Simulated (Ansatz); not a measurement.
# In2O3, one structure, two calculations

Cell: a Materials Project structure (computed, not necessarily an observed phase), its atoms then relaxed with PBE in this cell.

```
CELL_PARAMETERS angstrom
2.75810 1.59239 4.86369
-2.75810 1.59239 4.86369
0.00000 -3.18478 4.86369
ATOMIC_POSITIONS crystal
In 0.64232 0.64232 0.64232
In 0.85768 0.85768 0.85768
In 0.35768 0.35768 0.35768
In 0.14232 0.14232 0.14232
O 0.04630 0.75000 0.45370
O 0.75000 0.45370 0.04630
O 0.45370 0.04630 0.75000
O 0.95370 0.25000 0.54630
O 0.54630 0.95370 0.25000
O 0.25000 0.54630 0.95370
```

Sites (sets of like atoms) are named by element and the number of their first atom in this list.

First run. The numbers come from a DFT calculation in Ansatz (PBE, plane waves and PAW, scalar-relativistic, 420 eV cutoff, Γ-centred 6×6×6 k-points, Fermi–Dirac smearing 0.01 eV).

```csv
site,atom,V_zz (10²¹ V/m²),η
In,1,4.64,0.00
O,5,-4.52,0.55
```

Second run. The same atoms and settings, except that the functional is r2SCAN and the cutoff is 500 eV.

Task: What does the second run give?

Result: 

```
site  atom   V_zz     η  change of V_zz
  In     1   4.73  0.00           +0.09
   O     5  -4.29  0.56           +0.23
```

The largest change of V_zz is on O, from -4.52 to -4.29. In per cent, |V_zz| changes by +2 on In, -5 on O (all sites that start above 0.5).

For the first run: At this cell the PBE pressure is 5 GPa, so with PBE the cell would grow if it were relaxed. The entry's cell may itself be off. Without spin–orbit coupling (the program notes it for In) the gradients can shift somewhat, as the gap is small.
For the second run: Without spin–orbit coupling (the program notes it for In) the gradients are little affected as a rule: paired runs on crystals with a gap mostly move them by under 2 % at such atoms.
